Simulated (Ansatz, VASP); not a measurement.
## Two plane-wave programs on TiSi3

File INCAR:

```
PREC     = Accurate       # precision mode
ENCUT    = 600            # plane-wave cutoff, eV
EDIFF    = 1E-6           # SCF threshold, eV
ISMEAR   = 0              # smearing method
SIGMA    = 0.1            # smearing width, eV
LREAL    = F              # projectors in reciprocal space
LASPH    = T              # aspherical terms in the spheres
NELM     = 100            # most SCF steps
ALGO     = Normal         # electronic algorithm
ISIF     = 3              # what is computed and relaxed
LWAVE    = F              # write WAVECAR
LCHARG   = F              # write CHGCAR
GGA      = PS             # functional
IBRION   = 2              # ionic algorithm
NSW      = 80             # ionic steps
EDIFFG   = -0.01          # ionic threshold
```

Contents of KPOINTS:

```
Automatic mesh
0
Gamma
  12 12 12
```

Contents of POSCAR:

```
TiSi3
1.0
    3.7954947071      0.0000000000      0.0000000000
    0.0000000000      3.7954947071      0.0000000000
    0.0000000000      0.0000000000      3.7954947071
Ti Si
1 3
Direct
    0.0000000000      0.0000000000      0.0000000000
    0.5000000000      0.5000000000      0.0000000000
    0.5000000000      0.0000000000      0.5000000000
    0.0000000000      0.5000000000      0.5000000000
```

Input for Ansatz:

```yaml
crystal:
  lattice:
    - [3.7954947071, 0.0, 0.0]
    - [0.0, 3.7954947071, 0.0]
    - [0.0, 0.0, 3.7954947071]
  atoms:
    - { symbol: Ti, position: [0.0, 0.0, 0.0] }
    - { symbol: Si, position: [0.5, 0.5, 0.0] }
    - { symbol: Si, position: [0.5, 0.0, 0.5] }
    - { symbol: Si, position: [0.0, 0.5, 0.5] }
basis:
  ecutwfc: 420
kpoints:
  mp_grid: { grid: [12, 12, 12] }
hamiltonian:
  xc: pbesol
scf:
  occupations: { method: gaussian, width: 0.1 }
output:
  forces: true
  stress: true
  eigenvalues: true
  write_density: true
  write_potential: true
  elf: true
  volumetric_format: npy
relax:
  adjacent_minimum: "off"
  f_tol: 0.01
  max_steps: 60
  cell: { stress_tol: 0.1 }
```

Alike in both runs: task relaxation of cell and atoms; functional PBEsol; k mesh 12 × 12 × 12; occupations gaussian, width 0.1 eV; no spin polarisation.

|  | VASP | Ansatz |
| --- | --- | --- |
| version | VASP 6.6.1 | Ansatz 0.2.0 |
| potentials or method | VASP PAW PBE potentials, release 64 (Ti_sv, Si) | scalar-relativistic, plane waves, PAW |
| plane-wave cutoff (eV) | 600 | 420 |
| valence electrons in the cell | 24 | 24 |

```csv
,VASP,Ansatz,Ansatz less VASP
"gap on the k mesh at the Fermi level, each at its own relaxed structure (eV)",none,none,-
relaxed volume (Å³/atom),13.75,13.74,-0.014
relaxed cell length with the largest relative difference (Å),3.803,3.802,-0.0013
```

A gap of «none» marks a metal or a gap that the smearing closes.

Caveats: the PAW data sets were made with another functional, which shifts forces and pressure a little (VASP).
